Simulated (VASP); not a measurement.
Here is the system:

```
CELL_PARAMETERS angstrom
      6.27176     0.00000     0.00000
      0.00000     6.27176     0.00000
      0.00000     0.00000     6.27176
ATOMIC_POSITIONS crystal
  Cs 0.00000 0.00000 0.00000
  Pb 0.50000 0.50000 0.50000
  I  0.50000 0.00000 0.50000
  I  0.00000 0.50000 0.50000
  I  0.50000 0.50000 0.00000
```

These are SCAN meta-GGA, VASP's PBE PAW potentials (set 64) (plane waves; VASP) values and carry that method's errors. Run with 520 eV cut-off, 3×3×3 Γ-centred mesh, Gaussian smearing of 0.050 eV, potentials Cs_sv Pb_d I.

Q: Estimate the energy per atom (σ→0).

A: 
| Item | Value |
|---|---|
| energy per atom (σ→0) | -45.840 eV/atom |

Total energies compare only between runs with the same potentials, cut-off and functional.

The compound is CsPbI3 in the cubic perovskite structure, the ideal cubic form; the compound distorts at low or room temperature. It was relaxed first. The start is the result of an earlier pass.
